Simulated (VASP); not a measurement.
Write the native input for VASP 6.6.1 that does the following.

| Item | Value |
| --- | --- |
| Task | single point |
| Functional | PBE |
| Potentials or basis | VASP PAW PBE potentials, release 64 (W_sv) |
| Cutoff | 520 eV |
| k mesh | 18 × 18 × 18 |
| Occupations | gaussian, width 0.1 eV |
| Spin | no spin polarisation |
| Further INCAR settings | ALGO = Fast; EDIFF = 1e-07 |

The structure of W lies in POSCAR:

```
W                                       
1.0
   -1.5604350880      1.5604350880      1.5604350880
    1.5604350880     -1.5604350880      1.5604350880
    1.5604350880      1.5604350880     -1.5604350880
  W             
     1
Direct
     0.0000000000000000    0.0000000000000000    0.0000000000000000
```

The cell isn't the ideal one: a relaxed cell with its volume scaled by 0.94.

One way to write it, as run:

INCAR

```
SYSTEM = W
PREC = Accurate
ENCUT = 520
EDIFF = 1E-7
ISMEAR = 0
SIGMA = 0.1
LREAL = .FALSE.
LASPH = .TRUE.
NELM = 80
ALGO = Fast
ISIF = 2
LWAVE = .FALSE.
LCHARG = .FALSE.
GGA = PE
```

KPOINTS

```
Automatic mesh
0
G
  18 18 18
  0 0 0
```

Potentials or basis: VASP PAW PBE potentials, release 64 (W_sv).

Launch:

```console
$ cat potpaw_PBE.64/W_sv/POTCAR > POTCAR
$ mpirun -np 1 vasp_std > vasp.out
```

Results of the run:

- Pressure: 21.5 GPa
- Band gap on the k mesh: none (metal or under the smearing width)

Caveat: so large a pressure means that the cell lies far from this level's equilibrium, or that cutoff or potentials fall short.

Run time: 22 s on 1 thread of AMD EPYC 9R14 (Zen 4), on a shared host, peak memory 0.11 GiB.
